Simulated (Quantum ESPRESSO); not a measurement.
The system is K.

```xyz
1
Lattice="-2.6976 2.6976 2.6976 2.6976 -2.6976 2.6976 2.6976 2.6976 -2.6976" Properties=species:S:1:pos:R:3 pbc="T T T"
K     0.0000    0.0000    0.0000
```

Base run:

```yaml
Program: Quantum ESPRESSO 7.5
Functional: RPBE
Potentials_or_basis: SG15 PBE 1.2
Cutoff: 952 eV
Density_cutoff: 3810 eV
k_mesh: 7 × 7 × 7
Occupations: fermi-dirac, width 0.05 eV
Spin: no spin polarisation
```

Its results: band gap on the k mesh none (metal or under the smearing width); pressure 0.1 GPa.

Q: The run is repeated on the same cell with these changes: functional from RPBE to LDA. What comes out?

A: Band gap on the k mesh none (metal or under the smearing width); pressure -0.6 GPa.

LDA binds more tightly than RPBE, so the same cell stands under less pressure.

Caveats: the potentials were made for another functional, which shifts forces and pressure; some levels on the path didn't converge.

Not every run made on this cell is shown here.
